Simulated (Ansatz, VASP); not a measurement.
# Two plane-wave programs on BN

```
CELL_PARAMETERS angstrom
2.55807 0.00000 0.00000
-1.27904 2.21536 0.00000
0.00000 0.00000 8.40753
ATOMIC_POSITIONS crystal
B 0.00000 0.00000 0.09337
B 0.00000 0.00000 0.59337
B 0.33333 0.66667 0.34406
B 0.66667 0.33333 0.84406
N 0.00000 0.00000 0.40675
N 0.00000 0.00000 0.90675
N 0.33333 0.66667 0.15582
N 0.66667 0.33333 0.65582
```

Alike in both runs: functional PBE; k mesh 12 × 12 × 2; occupations gaussian, width 0.1 eV; no spin polarisation.

Ansatz relaxed the structure, and its values are those at the end. VASP's run is a single point on that final structure, the one shown.

|  | VASP | Ansatz |
| --- | --- | --- |
| version | VASP 6.6.1 | Ansatz 0.2.0 |
| potentials or method | VASP PAW PBE potentials, release 64 (B, N) | scalar-relativistic, plane waves, PAW |
| plane-wave cutoff (eV) | 520 | 420 |
| valence electrons in the cell | 32 | 32 |

Ansatz gave:

- gap on the k mesh at the Fermi level (eV): 5.51
- least direct gap on the mesh (eV): 7.52
- pressure (GPa): 0.2

Estimate VASP's values.

gap on the k mesh at the Fermi level (eV): 5.50; least direct gap on the mesh (eV): 7.51; pressure (GPa): 0.5.

The functional is the same, so the differences come from potentials, cutoffs and numerics.

A k mesh can miss the band edges.
